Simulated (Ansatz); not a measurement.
# SiGe2: the cost of one run

Program: Ansatz 0.2.0. Level of theory: DFT r2SCAN, scalar-relativistic, plane waves, PAW. These are calculated values, not measurements.

1 further run of the same task is left out (set aside as unsound or not needed).

### 1 The structure to begin with

It takes space group Fddd (No. 70, orthorhombic). The conventional cell has a = 5.032 Å, b = 8.618 Å, c = 8.753 Å, α = 90.00°, β = 90.00°, γ = 90.00°. Ti (site symmetry 222) is surrounded by 10 Ge at 2.62 to 2.90 Å. Ge (site symmetry 2) has 5 Ti at 2.62 to 2.90 Å and 5 Ge at 2.63 to 2.89 Å as nearest neighbours.

Structure file:

```cif
data_structure
_symmetry_space_group_name_H-M 'P 1'
_symmetry_Int_Tables_number 1
_cell_length_a 6.1418
_cell_length_b 4.9899
_cell_length_c 5.0483
_cell_angle_alpha 75.444
_cell_angle_beta 51.847
_cell_angle_gamma 52.709
_cell_volume 94.90
loop_
_atom_site_label
_atom_site_type_symbol
_atom_site_fract_x
_atom_site_fract_y
_atom_site_fract_z
_atom_site_occupancy
Ti1 Ti 0.00000 0.00000 0.00000 1
Ti2 Ti 0.25000 0.25000 0.25000 1
Ge1 Ge 0.66790 0.66790 0.33210 1
Ge2 Ge 0.33210 0.33210 0.66790 1
Ge3 Ge 0.58210 0.58210 0.91790 1
Ge4 Ge 0.91790 0.91790 0.58210 1
```

It is the result of an earlier relaxation at this level (volume 15.82 Å³/atom; gap on the mesh: none (metal)).

### 2 Swap Ti → Si

SiGe2 starts from the relaxed positions of TiGe2, with all lengths scaled by 0.917, a guess from tabulated radii.

### 3 Quick check of gap, pressure and forces (SiGe2)

Contents of input.yaml:

```yaml
crystal:
  lattice:
    - [0.0, 4.0114586679, 3.9496165559]
    - [2.3062920652, 0.0, 3.9496165559]
    - [2.3062920652, 4.0114586679, 0.0]
  atoms:
    - { symbol: Si, position: [0.0, 0.0, 0.0] }
    - { symbol: Si, position: [0.25, 0.25, 0.25] }
    - { symbol: Ge, position: [0.6678956264, 0.6678956264, 0.3321043736] }
    - { symbol: Ge, position: [0.3321043736, 0.3321043736, 0.6678956264] }
    - { symbol: Ge, position: [0.5821043736, 0.5821043736, 0.9178956264] }
    - { symbol: Ge, position: [0.9178956264, 0.9178956264, 0.5821043736] }
basis:
  ecutwfc: 500
kpoints:
  mp_grid: { grid: [6, 6, 6] }
hamiltonian:
  xc: r2scan
scf:
  occupations: { method: gaussian, width: 0.1 }
output:
  forces: true
  stress: true
  eigenvalues: true
```

Run with:

```console
$ ansatz run input.yaml --threads 1 --pin off --max-ram 2560MiB --backend cpu --events-out ev --progress --plain --runs-dir out
```

**Question.** How long does this run take on 1 thread of AMD EPYC 9R45 (Zen 5), shared host, and how much memory does it need?

About 6.3 s, with a peak of 0.74 GiB.
